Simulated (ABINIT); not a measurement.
InSe:

```xyz
4
Lattice="5.8264 -2.0546 0.0000 5.8264 2.0546 0.0000 -1.7232 0.0000 4.7713" Properties=species:S:1:pos:R:3 pbc="T T T"
In   10.2693    0.0000    0.2235
In   -0.3398    0.0000    4.5479
Se    6.5489    0.0000    3.1918
Se    3.3807    0.0000    1.5795
```

The cell comes from a database or a generator and needn't be the stable form of this composition.

| Quantity | Value |
| --- | --- |
| Program | ABINIT 10.8.3 (patched build) |
| Task | single point |
| Functional | PBEsol |
| Potentials or basis | JTH PAW PBE v2.0 |
| Cutoff | 599 eV |
| k mesh | 7 × 7 × 6 |
| Occupations | fermi-dirac, width 0.05 eV |
| Spin | no spin polarisation |

On this cell: pressure -1.2 GPa; largest force 0.072 eV/Å; band gap on the k mesh 1.06 eV, indirect (least direct gap 1.15 eV).

The same run follows on a disturbed copy (atoms moved at random, drawn with an rms of 0.05 Å):

```
CELL_PARAMETERS angstrom
5.82639 -2.05465 0.00000
5.82639 2.05465 0.00000
-1.72323 0.00000 4.77135
ATOMIC_POSITIONS crystal
In 0.88724 0.89220 0.04834
In 0.11415 0.11690 0.94926
Se 0.65427 0.66400 0.67205
Se 0.34810 0.33740 0.33682
```

Q: What changes?

A: The energy moves by +5.6 meV/atom; pressure -0.9 GPa; largest force 0.493 eV/Å; band gap on the k mesh 0.95 eV, indirect (least direct gap 1.08 eV).

Forces on the atoms (eV/Å):
```
In   0.152 -0.110 -0.042
In  -0.349  0.060  0.342
Se   0.333 -0.119 -0.251
Se  -0.135  0.169 -0.049
```

Stress tensor (GPa, compression positive):
```
-1.75 -0.25 -0.56
-0.25 -0.32  0.53
-0.56  0.53 -0.77
```

Caveats: the PAW data sets were made with another functional, which shifts forces and pressure a little; spin-orbit coupling is left out, which moves the levels of the heavy elements; an odd mesh through Γ misses points on the zone boundary, where band edges often lie.
